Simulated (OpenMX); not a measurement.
A run of OpenMX 3.8.5:

Contents of CdS.dat:

```
System.CurrrentDirectory             ./
System.Name                          CdS
DATA.PATH                            ./DFT_DATA13
level.of.stdout                      1
level.of.fileout                     0
Species.Number                       2
<Definition.of.Atomic.Species
  Cd  Cd7.0-s3p2d2           Cd_PBE13
  S   S7.0-s2p2d1f1          S_PBE13
Definition.of.Atomic.Species>

Atoms.Number                         2
Atoms.SpeciesAndCoordinates.Unit     FRAC
<Atoms.SpeciesAndCoordinates
    1  Cd   -0.0032290000   -0.0075890000    0.4340560000   6.000  6.000
    2  S     0.6737480000    0.3372770000    0.4319240000   3.000  3.000
Atoms.SpeciesAndCoordinates>

Atoms.UnitVectors.Unit               Ang
<Atoms.UnitVectors
     4.2611695877    0.0000000000    0.0000000000
    -2.1305847939    3.6902811128    0.0000000000
     0.0000000000    0.0000000000    5.8041729400
Atoms.UnitVectors>

scf.XcType                           GGA-PBE
scf.SpinPolarization                 off
scf.ElectronicTemperature            580.226
scf.energycutoff                     500.0
scf.maxIter                          100
scf.EigenvalueSolver                 band
scf.Kgrid                            7 7 5
scf.Mixing.Type                      rmm-diisk
scf.Init.Mixing.Weight               0.05
scf.Min.Mixing.Weight                0.001
scf.Max.Mixing.Weight                0.3
scf.Mixing.History                   25
scf.Mixing.StartPulay                8
scf.criterion                        1.0e-8
scf.stress.tensor                    on
MD.Type                              nomd
```

Potentials or basis: OpenMX 2013 PBE set, Cd7.0-s3p2d2, S7.0-s2p2d1f1, grid cutoff 500 Ry.

Command:

```sh
$ openmx CdS.dat -nt 1 > CdS.std
```

Hardware: 1 thread of Arm Neoverse V2, on a shared host.

**Question.** Estimate the wall time of this run.

**Answer.** It took 40 s on 1 thread of Arm Neoverse V2, with other jobs on the host, peak memory 0.93 GiB. Counts: k points 123, basis 39, scf iterations 18.
